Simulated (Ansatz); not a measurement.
The structure comes from a relaxation in the same program, started in the hcp type, and has space group P6_3/mmc. Whether it is a known phase or the ground state wasn't checked.

An input for Sr and the output that it gave: DFT, PBE, PAW with Ansatz's default frozen-core files, scalar-relativistic (Ansatz 0.2.0).

```yaml
crystal:
  lattice:
    - [4.269621618, 0.0, 0.0]
    - [-2.134810809, 3.6976007857, 0.0]
    - [0.0, 0.0, 6.9986822818]
  atoms:
    - { symbol: Sr, position: [0.3333333333, 0.6666666667, 0.25] }
    - { symbol: Sr, position: [0.6666666667, 0.3333333333, 0.75] }
kpoints:
  mp_grid: { grid: [11, 11, 6] }
  band_path:
    path:
      - [0.0, 0.0, 0.0]
      - [0.5, 0.0, 0.0]
      - [0.3333333333, 0.3333333333, 0.0]
      - [0.0, 0.0, 0.0]
      - [0.0, 0.0, 0.5]
      - [0.5, 0.0, 0.5]
      - [0.3333333333, 0.3333333333, 0.5]
      - [0.0, 0.0, 0.5]
      - [0.5, 0.0, 0.5]
    npoints: 8
scf:
  occupations: { method: fermi_dirac, width: 0.08 }
hamiltonian:
  xc: pbe
  pseudopotentials: { kind: paw }
output:
  forces: true
  stress: true
  eigenvalues: true
  efg: { contact_densities: true }
  populations: true
  bader: true
  dos: { projected: true, de: 0.2, e_range: [-14, 8] }
```

The log:

```
Sr: output.efg is read without spin–orbit coupling, which moves field gradients at and beside such atoms by some per cent and up to a factor of two; PAW files take it under magnetization.noncollinear and magnetization.spin_orbit
Engine: ansatz 0.2.0
Pseudopotentials: kind: paw
Pseudopotential: Sr, paw, valence charge 10, recommended cutoff 420 eV (normal)
Functional definition: PBE
  parameter kappa = 0.804
  parameter beta = 0.06672455060314922
  exchange = pbe_x(kappa = kappa, mu = beta*pi^2/3)
  correlation = pbe_c(beta = beta)
Crystal: 2 atoms, lattice volume = 110.491 Å³
Basis set: ecut = 420 eV, 2177 PW (Γ), exchange–correlation on 60×60×96 points (8 copies of the dense FFT grid, shifted against one another)
Bands: 14, of which v1, the nominal top of the filled ones, is band 10 counted from 1 (9 counted from 0)
Symmetry: 24 space group operations
Space group: P63/mmc (ITA 194), of the structure as read, at distance tolerance 4.8e-5 Å
k-points: 64 of 726
Non-local potential: Sr, projectors of the file, l = 0: 3, l = 1: 2, l = 2: 2
PAW form: soft (Blöchl's): semilocal exchange-correlation on the pseudo side does not see the compensation charge
PAW one-centre angular grid: Sr, 110 points (default); XC on 64 Gauss nodes
Initial density: superposition of atomic densities (neutral atoms: chi_scale 0, normalization atom), corrected by the library's trained network
Initial wavefunctions: pseudopotential atomic-orbital guess
Functional: x = pbe(κ = 0.804, μ = 0.2195149727645171), c = pbe(β = 0.06672455060314922)
SCF iter   1: F=—  HF=-7088.464347 eV  |F-HF|=—  |Δ(HF+E_count)|=         —  Δρ=1.62e-3  dr2=7.22e-3  ethr=1.77e-3  ⟨swp⟩=9.0  Hψ=6775  notcnv=0
preconditioner: auto → Kerker (q_TF=auto, 2.052 Å⁻¹)  [metal: Δε(μ)=0.047 eV  Ē_g=2.339 eV  σ=0.080 eV  W_gap=0.14  n_scr=22 (ndim 8)  ℏωp=7.1 eV  f_vac=0.000  D(μ)=2.48/eV (n_scr^D=22)]
SCF iter   2: F=—  HF=-7088.464730 eV  |F-HF|=—  |Δ(HF+E_count)|=   3.83e-4  Δρ=1.14e-3  dr2=3.95e-3  ethr=3.61e-5  ⟨swp⟩=2.1  Hψ=1753  notcnv=0
SCF iter   3: F=—  HF=-7088.464169 eV  |F-HF|=—  |Δ(HF+E_count)|=   5.61e-4  Δρ=3.52e-4  dr2=3.45e-4  ethr=1.97e-5  ⟨swp⟩=1.0  Hψ=896  notcnv=0
SCF iter   4: F=—  HF=-7088.464107 eV  |F-HF|=—  |Δ(HF+E_count)|=   6.18e-5  Δρ=1.15e-4  dr2=6.01e-6  ethr=1.72e-6  ⟨swp⟩=1.6  Hψ=964  notcnv=0
SCF iter   5: F=—  HF=-7088.464099 eV  |F-HF|=—  |Δ(HF+E_count)|=   8.54e-6  Δρ=1.20e-5  dr2=2.70e-7  ethr=3.00e-8  ⟨swp⟩=2.8  Hψ=1759  notcnv=0
SCF iter   6: F=-7088.464099 eV  HF=-7088.464099 eV  |F-HF|=6.99e-9  |Δ(HF+E_count)|=   3.48e-8  Δρ=5.08e-6  dr2=3.25e-8  ethr=5.00e-10  ⟨swp⟩=7.1  Hψ=4836  notcnv=0
SCF 1 converged in 6 iterations: F = -7088.464099 eV  dr2 = 3.25e-8
  greatest PAW one-centre occupation: 0.988 electrons in one spin orbital (limit 2), on the Sr atom at site 1 (counted from 0), in its partial waves of l = 0
NSCF: frozen V_eff on 65 k-points
SCF converged after 6 iterations
Free energy (F): -7088.464099 eV
Harris-Foulkes:  -7088.464099 eV  (|F-HF|=6.99e-9)
Internal energy: -7088.407579 eV  (E = F + TS)
E sigma→0 (E₀):  -7088.435839 eV
Entropy (-TS):   -0.056520 eV (-28.260 meV/atom)
Fermi energy:    5.039216 eV
--- Per-component energies (eV) ---
  E_band       = -273.179596
  E_kinetic    = 482.885850
  E_local      = -1544.468047  (includes V_loc(G=0)·N_el)
  E_nonlocal   = 405.731307
  E_hartree    = 391.286999
  E_xc         = -342.443246
  E_vxc        = -318.478109  (∫ρ·V_xc dr)
  E_paw        = -5389.435117  (= ΣΔE_a)
  E_vpaw       = -81.428451  (= ΣTr[D̂ρ^β])
  E_aug_tail   = -0.000002  (compensation charges beyond the density's cutoff)
  E_ewald      = -1091.965322
  E_smearing   = -0.056520  (= −TS)
  E_closure    = -0.000000  (closes the sum)
  Σ components = -7088.464099   (vs F -7088.464099, Δ=0.00e0)
--- Forces (eV/Å), atoms counted from 1 ---
  atom   1  Sr     0.00000000    -0.00000000     0.00000000
  atom   2  Sr     0.00000000     0.00000000     0.00000000
  max |Σ_I F_I| component: 4.63e-18 eV/Å
--- Stress (GPa, compression-positive) ---
        0.009416       0.000000       0.000000
        0.000000       0.009416       0.000000
        0.000000       0.000000       0.017795
  P = ⅓ Tr σ = 0.0122 GPa (0.122 kbar)
--- PAW observables at the nuclei: V_zz in 10²¹ V/m², potentials from the cell's mean, atoms counted from 1 ---
  atom   1  Sr V_zz =    -0.403340   η = 0.0000   by run symmetry: allowed
            electrostatic potential = -5503.515228 V   contact ρ = 401087.603072 e/Å³
  atom   2  Sr V_zz =    -0.403340   η = 0.0000   by run symmetry: allowed
            electrostatic potential = -5503.515228 V   contact ρ = 401087.603072 e/Å³
--- Band table (eV; the first three rows and the last of 64) ---
  k-point 0: bands = ["-31.5500", "-31.5366", "-13.6295", "-13.4680", "-13.4680", "-13.4419", "-13.4419", "-13.4382", "1.3991", "3.9053", "5.0786", "7.3355", "7.3493", "7.3493"]
  k-point 1: bands = ["-31.5491", "-31.5375", "-13.6171", "-13.4662", "-13.4662", "-13.4514", "-13.4437", "-13.4437", "1.5099", "3.5713", "5.3368", "7.1871", "7.3144", "7.3144"]
  k-point 2: bands = ["-31.5467", "-31.5400", "-13.5828", "-13.4871", "-13.4615", "-13.4615", "-13.4484", "-13.4484", "1.8315", "2.9491", "5.8022", "6.8021", "7.2886", "7.2886"]
  k-point 63: bands = ["-31.5331", "-31.5331", "-13.5991", "-13.5991", "-13.5514", "-13.5514", "-13.4760", "-13.4760", "4.9516", "4.9516", "5.3450", "5.3450", "5.6509", "5.6509"]
--- Löwdin populations: 2 sites ---
  site symbol       q [e]
     0     Sr      9.5632
     1     Sr      9.5632
  spilling = 0.043682 (of n_electrons = 20.000000)
--- Bader charges: 2 sites ---
  site symbol  charge [e]  shift [e]
     0     Sr      0.0000     0.0000
     1     Sr      0.0000     0.0000
  estimated error of the sums over rays = 4.6e-5 e
```
